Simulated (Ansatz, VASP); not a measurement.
## BeS in VASP and in Ansatz

The input INCAR:

```
  PREC = Accurate
  ENCUT = 520
  EDIFF = 1E-6
  ISMEAR = 0
  SIGMA = 0.02
  LREAL = False
  LASPH = True
  NELM = 100
  ALGO = Fast
  ISIF = 2
  LWAVE = False
  LCHARG = False
  GGA = PE
  NBANDS = 11
```

KPOINTS

```
Automatic mesh
0
Gamma
  10 10 10
```

File POSCAR:

```
BeS
1.0
    0.0000000000      2.4170619807      2.4170619807
    2.4170619807      0.0000000000      2.4170619807
    2.4170619807      2.4170619807      0.0000000000
Be S
1 1
Direct
    0.0000000000      0.0000000000      0.0000000000
    0.5000000000      0.5000000000      0.5000000000
```

Input for Ansatz:

```yaml
crystal:
  lattice:
    - [0.0, 2.4170619807, 2.4170619807]
    - [2.4170619807, 0.0, 2.4170619807]
    - [2.4170619807, 2.4170619807, 0.0]
  atoms:
    - { symbol: Be, position: [0.0, 0.0, 0.0] }
    - { symbol: S, position: [0.5, 0.5, 0.5] }
basis:
  ecutwfc: 420
kpoints:
  mp_grid: { grid: [10, 10, 10] }
hamiltonian:
  xc: pbe
scf:
  occupations: { method: gaussian, width: 0.02 }
output:
  forces: true
  stress: true
  eigenvalues: true
```

Alike in both runs: task single point; functional PBE; k mesh 10 × 10 × 10; occupations gaussian, width 0.02 eV; no spin polarisation.

```csv
,VASP,Ansatz
version,VASP 6.6.1,Ansatz 0.2.0
potentials or method,"VASP PAW PBE potentials, release 64 (Be, S)","scalar-relativistic, plane waves, PAW"
plane-wave cutoff (eV),520,420
valence electrons in the cell,8,8
```

```tsv
	VASP	Ansatz	Ansatz less VASP
gap on the k mesh at the Fermi level (eV)	0.94	0.94	-0.004
least direct gap on the mesh (eV)	3.58	3.57	-0.003
pressure (GPa)	-11.0	-10.9	+0.09
```

The functional is the same, so the differences come from potentials, cutoffs and numerics.

A k mesh can miss the band edges.
